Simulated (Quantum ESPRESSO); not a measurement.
The system is MgO.

```
CELL_PARAMETERS angstrom
2.93802 0.00000 0.00000
-1.46901 2.54440 0.00000
0.00000 0.00000 2.67968
ATOMIC_POSITIONS crystal
Mg 0.00000 0.00000 0.00000
O 0.33333 0.66667 0.50000
```

Measurements of this composition are mostly on another form, of space group No. 225.

| Property | Result |
| --- | --- |
| Program | Quantum ESPRESSO 7.5 |
| Task | single point |
| Functional | PBE |
| Potentials or basis | SSSP 1.3 efficiency PBE |
| Cutoff | 748 eV |
| Density cutoff | 5987 eV |
| k mesh | 10 × 10 × 10 |
| Occupations | fermi-dirac, width 0.05 eV |
| Spin | no spin polarisation |

On this cell: pressure -0.6 GPa; largest force under 0.003 eV/Å; band gap on the k mesh 3.01 eV, indirect (least direct gap 3.40 eV).

The same run follows on a disturbed copy (atoms moved at random, drawn with an rms of 0.05 Å):

```
Mg O
1.0
     2.93802    0.00000    0.00000
    -1.46901    2.54440    0.00000
     0.00000    0.00000    2.67968
Mg O
1 1
Direct
  0.00894 0.00303 0.00281
  0.34020 0.65774 0.50280
```

Task: What changes?

Result: The energy moves by +0.9 meV/atom; pressure -0.5 GPa; largest force 0.116 eV/Å; band gap on the k mesh 3.00 eV, indirect (least direct gap 3.40 eV).

Forces on the atoms (eV/Å):
```
Mg   0.035 -0.111  0.000
O   -0.035  0.111  0.000
```

Stress tensor (GPa, compression positive):
```
-0.56 -0.01  0.00
-0.01 -0.49  0.00
 0.00  0.00 -0.59
```

A k mesh can miss the band edges.
